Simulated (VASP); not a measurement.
Ir:

```xyz
2
Lattice="2.7514 0.0000 0.0000 -1.3757 2.3828 0.0000 0.0000 0.0000 4.4623" Properties=species:S:1:pos:R:3 pbc="T T T"
Ir    0.0000    1.5885    1.1156
Ir    1.3757    0.7943    3.3467
```

This isn't the form of Ir at room conditions, which is fcc.

| Quantity | Value |
| --- | --- |
| Program | VASP 6.6.1 |
| Task | single point |
| Functional | PBE |
| Potentials or basis | VASP PAW PBE potentials, release 64 (Ir) |
| Cutoff | 900 eV |
| k mesh | 14 × 14 × 8 |
| Occupations | gaussian, width 0.05 eV |
| Spin | no spin polarisation |

On this cell: pressure -0.9 GPa; largest force under 0.003 eV/Å; band gap on the k mesh none (metal or under the smearing width).

The same run follows on a disturbed copy (grid = ENCUT=900 k=14x14x8 ISMEAR=0 SIGMA=0.05 PREC=Accurate EDIFF=1e-08 LREAL=False ADDGRID=False LASPH=True; atoms moved at random, drawn with an rms of 0.1 Å):

```
CELL_PARAMETERS angstrom
2.75138 0.00000 0.00000
-1.37569 2.38276 0.00000
0.00000 0.00000 4.46229
ATOMIC_POSITIONS crystal
Ir 0.35831 0.66175 0.21213
Ir 0.65987 0.35875 0.76911
```

What changes?

The energy (extrapolated to zero smearing) moves by +252.9 meV/atom; pressure 12.7 GPa; largest force 3.771 eV/Å; band gap on the k mesh none (metal or under the smearing width).

Forces on the atoms (eV/Å):
```
Ir  -0.909  0.510  3.625
Ir   0.909 -0.510 -3.625
```

Stress tensor (GPa, compression positive):
```
11.15 -3.19 -8.65
-3.19  7.55  4.89
-8.65  4.89 19.46
```
